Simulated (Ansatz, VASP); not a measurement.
**Two plane-wave programs on N**

File INCAR:

```
PREC = Accurate ; ENCUT = 520
EDIFF = 1E-7 ; ISMEAR = -1
SIGMA = 0.05 ; LREAL = F
LASPH = T ; NELM = 100
ALGO = Normal ; ISIF = 2
LWAVE = F ; LCHARG = F
GGA = PE ; NBANDS = 12
```

KPOINTS

```
regular mesh
0
Gamma
  12 12 11
```

POSCAR

```
N
1.0
    2.5526285616      0.0000000000      0.0000000000
   -1.2763142808      2.2106411808      0.0000000000
    0.0000000000      0.0000000000      2.4781899281
N
2
Direct
    0.3333333333      0.6666666667      0.7500000000
    0.6666666667      0.3333333333      0.2500000000
```

File input.yaml:

```yaml
crystal:
  lattice:
    - [2.5526285616, 0.0, 0.0]
    - [-1.2763142808, 2.2106411808, 0.0]
    - [0.0, 0.0, 2.4781899281]
  atoms:
    - { symbol: "N", position: [0.3333333333, 0.6666666667, 0.75] }
    - { symbol: "N", position: [0.6666666667, 0.3333333333, 0.25] }
hamiltonian:
  xc: pbe
  pseudopotentials: { kind: paw }
kpoints:
  mp_grid: { grid: [12, 12, 11] }
scf:
  occupations: { method: fermi_dirac, width: 0.05 }
output:
  forces: true
  stress: true
  eigenvalues: true
```

Change from the starting cell: volume scaled by 1.04.

Alike in both runs: task single point; functional PBE; k mesh 12 × 12 × 11; occupations fermi-dirac, width 0.05 eV; no spin polarisation.

|  | VASP | Ansatz |
| --- | --- | --- |
| version | VASP 6.6.1 | Ansatz 0.2.0 |
| potentials or method | VASP PAW PBE potentials, release 64 (N) | Ansatz PAW |
| plane-wave cutoff (eV) | 520 | 420 |
| valence electrons in the cell | 10 | 10 |

Ansatz gave:

```
gap on the k mesh at the Fermi level (eV)       : none
pressure (GPa)                                  : 2.0
largest component of the traceless stress (GPa) : 9.43
```

Estimate VASP's values.

gap on the k mesh at the Fermi level (eV): none; pressure (GPa): 1.9; largest component of the traceless stress (GPa): 9.31.

A gap of «none» marks a metal or a gap that the smearing closes. The functional is the same, so the differences come from potentials, cutoffs and numerics.

Caveats: the pressure holds a Pulay correction of +1.1 GPa for the finite cutoff (Ansatz).
